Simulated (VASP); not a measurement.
Write the native input for VASP 6.6.1 that does the following.

- Task: work function
- Functional: LDA
- Potentials or basis: VASP PAW LDA potentials, release 64 (Si)
- Cutoff: 300 eV
- k mesh: 2 × 4 × 1
- Occupations: gaussian, width 0.05 eV
- Spin: no spin polarisation
- Vacuum (Å): 10
- Dipole correction: yes
- Further INCAR settings: ALGO = Normal; EDIFF = 1e-07

The structure of Si lies in POSCAR:

```
Si
1.0
    7.6751067090      0.0000000000      0.0000000000
    0.0000000000      3.8375533540      0.0000000000
    0.0000000000      0.0000000000     14.2703400007
Si
8
Direct
    0.5950000000      0.5000000000      0.3924223249
    0.2500000000      0.0000000000      0.5475384609
    0.0000000000      0.0000000000      0.4524615391
    0.3450000000      0.5000000000      0.6496229242
    0.9050000000      0.5000000000      0.3503770758
    0.7500000000      0.0000000000      0.5475384609
    0.5000000000      0.0000000000      0.4524615391
    0.6550000000      0.5000000000      0.6075776751
```

The slab is cut from a database's or a generator's crystal, which needn't be the stable form of the element.

These files were run (other wordings do the same):

INCAR

```
PREC     = Accurate       # precision mode
ENCUT    = 300            # plane-wave cutoff, eV
EDIFF    = 1E-7           # SCF threshold, eV
ISMEAR   = 0              # smearing method
SIGMA    = 0.05           # smearing width, eV
LREAL    = F              # projectors in reciprocal space
LASPH    = T              # aspherical terms in the spheres
NELM     = 80             # most SCF steps
ALGO     = Normal         # electronic algorithm
ISIF     = 2              # what is computed and relaxed
LWAVE    = F              # write WAVECAR
LCHARG   = T              # write CHGCAR
LDIPOL   = T            
IDIPOL   = 3            
DIPOL    = 0.5 0.5 0.500
GGA      = CA             # functional
LVHAR    = T            
LVACPOTAV= T            
KPAR     = 2
```

KPOINTS

```
Automatic mesh
0
Gamma
  2 4 1
```

Potentials or basis: VASP PAW LDA potentials, release 64 (Si).

The run is started by

```console
$ cat potpaw_LDA.64/Si/POTCAR > POTCAR
$ mpirun -np 2 vasp_std > vasp.out
```

It gave:

```
Largest force                   : 1.946 eV/Å
Band gap on the k mesh          : none (metal or under the smearing width)
Work function of the upper face : 4.91 eV
Work function of the lower face : 4.91 eV
```

Caveat: the k mesh is coarse (spacing up to 0.41 Å⁻¹), so the values aren't converged.

Wall time 22 s on 2 MPI ranks on Intel(R) Xeon(R) Platinum 8259CL CPU @ 2.50GHz (Skylake/Cascade Lake), with other jobs on the host, peak memory 0.21 GiB a rank.
